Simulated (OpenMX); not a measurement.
MoS2, a slab with vacuum:

```
Mo S
1.0
     3.18454    0.00000    0.00000
    -1.59227    2.75789    0.00000
     0.00000    0.00000   21.67053
Mo S
2 4
Direct
  0.33333 0.66667 0.85116
  0.66667 0.33333 0.14884
  0.66667 0.33333 0.77963
  0.33333 0.66667 0.07725
  0.66667 0.33333 0.92275
  0.33333 0.66667 0.22037
```

| Item | Value |
| --- | --- |
| Program | OpenMX 3.8.5 |
| Task | single point |
| Functional | PBE |
| Potentials or basis | OpenMX 2013 PBE set, Mo7.0-s3p2d2, S7.0-s2p2d1f1, grid cutoff 400 Ry |
| k mesh | 11 × 11 × 3 |
| Occupations | fermi-dirac, width 0.05 eV |
| Spin | no spin polarisation |

On this cell: largest force 0.720 eV/Å; band gap on the k mesh 1.35 eV, indirect (least direct gap 1.83 eV).

The same run follows on a disturbed copy (atoms moved at random, drawn with an rms of 0.05 Å):

```
CELL_PARAMETERS angstrom
3.18454 0.00000 0.00000
-1.59227 2.75789 0.00000
0.00000 0.00000 21.67053
ATOMIC_POSITIONS crystal
Mo 0.34384 0.66824 0.85091
Mo 0.67791 0.34480 0.14846
S 0.67064 0.34761 0.77843
S 0.33154 0.66630 0.07732
S 0.65108 0.33668 0.92370
S 0.32899 0.65297 0.21840
```

Q: What changes?

A: The energy moves by +19.0 meV/atom; largest force 1.664 eV/Å; band gap on the k mesh 1.27 eV, indirect (least direct gap 1.69 eV).

Forces on the atoms (eV/Å):
```
Mo  -1.317  0.447  0.073
Mo  -0.362 -1.179 -0.502
S    0.461 -0.342 -0.351
S    0.249  0.394 -0.923
S    0.858 -0.106  0.248
S    0.122  0.781  1.465
```

Caveats: the basis of atomic orbitals isn't converged, which shifts pressures, moduli and gaps.

A k mesh can miss the band edges.
